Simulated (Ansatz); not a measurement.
The calculation used DFT PBE, scalar-relativistic, plane waves, PAW in Ansatz. Settings: cutoff 420 eV, Γ-centred meshes spaced at most about 0.3 Å⁻¹, and about 0.25 Å⁻¹ or finer for metals (2π included), Gaussian smearing. No spin polarisation.

Temperature and zero-point effects are left out.

Two relaxed structures of CaB:

1.

```xyz
4
Lattice="4.4541 -2.1311 0.0000 4.4541 2.1311 0.0000 -3.8650 0.0000 4.6476" Properties=species:S:1:pos:R:3 pbc="T T T"
Ca   -0.6496    0.0000    3.4821
Ca    5.6928    0.0000    1.1655
B    -0.4555    0.0000    0.6165
B     5.4987    0.0000    4.0310
```

2.

```xyz
4
Lattice="3.2992 0.0000 0.0000 -1.6496 2.8572 0.0000 0.0000 0.0000 8.0321" Properties=species:S:1:pos:R:3 pbc="T T T"
Ca    0.0000    1.9048    2.3646
Ca    1.6496    0.9524    5.6675
B     0.0000    1.9048    7.9041
B     1.6496    0.9524    0.1280
```

Question: Which form is favoured at zero pressure, and by what margin per atom?

Answer: Cell 1 is lower, by 0.37 eV/atom. Cell 1 has space group C2/m (No. 12), 22.1 Å³/atom and a gap of 0.08 eV on its mesh; cell 2 has space group P-3m1 (No. 164), 18.9 Å³/atom and no gap. Counting B atoms around Ca (those within 1.25 times the shortest such distance or 1.15 times the sum of covalent radii; a plus sign parts nearer from farther groups), cell 1 has Ca 6 and cell 2 has Ca 1+3. Cell 1 holds B–B pairs (shortest 1.53 Å); cell 2 holds B–B nets (shortest 1.92 Å). The lower one is the more open, so pressure narrows the difference. Even the lower one lies +0.10 eV/atom against the reference forms of the elements (uncorrected), so neither is stable at this level. In cell 1, Ca has 6 B at 2.78–2.89 Å; B has 1 B at 1.53 Å and 6 Ca at 2.78–2.89 Å. In cell 2, Ca is surrounded by 1 B at 2.49 Å and 3 B at 2.94 Å; B is surrounded by 3 B at 1.92 Å and 1 Ca at 2.49 Å. Both come from invented guesses.

Kohn–Sham gaps at this level usually fall short of measured ones. Cells relaxed within their symmetry can be saddle points.
